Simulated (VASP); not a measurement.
Input of a VASP 6.6.1 run:

INCAR

```
SYSTEM = Be
PREC = Accurate
ENCUT = 520
EDIFF = 1E-7
ISMEAR = -1
SIGMA = 0.05
LREAL = .False.
LASPH = .True.
NELM = 100
ALGO = Normal
ISIF = 2
LWAVE = .False.
LCHARG = .False.
GGA = PE
NBANDS = 9
```

File KPOINTS:

```
Automatic mesh
0
Gamma
  13 13 8
  0 0 0
```

File POSCAR:

```
Be
1.0
    2.2853000000      0.0000000000      0.0000000000
   -1.1426500000      1.9791278553      0.0000000000
    0.0000000000      0.0000000000      3.5842000000
Be
2
Direct
    0.6882380000      0.3384440000      0.7501790000
    0.3173940000      0.6567560000      0.2585440000
```

Potentials or basis: VASP PAW PBE potentials, release 64 (Be).

Run with:

```bash
$ cat potpaw_PBE.64/Be/POTCAR > POTCAR
$ mpirun -np 1 vasp_std > vasp.out
```

Q: What does it give for the pressure?

A: -2.5 GPa.

Q: Predict the band gap on the k mesh.

A: None (metal or under the smearing width).

Q: What does it give for the largest force?

A: 0.362 eV/Å.

Forces in eV/Å, atoms in the order of the input:
```
Be  -0.255 -0.118  0.228
Be   0.255  0.118 -0.228
```
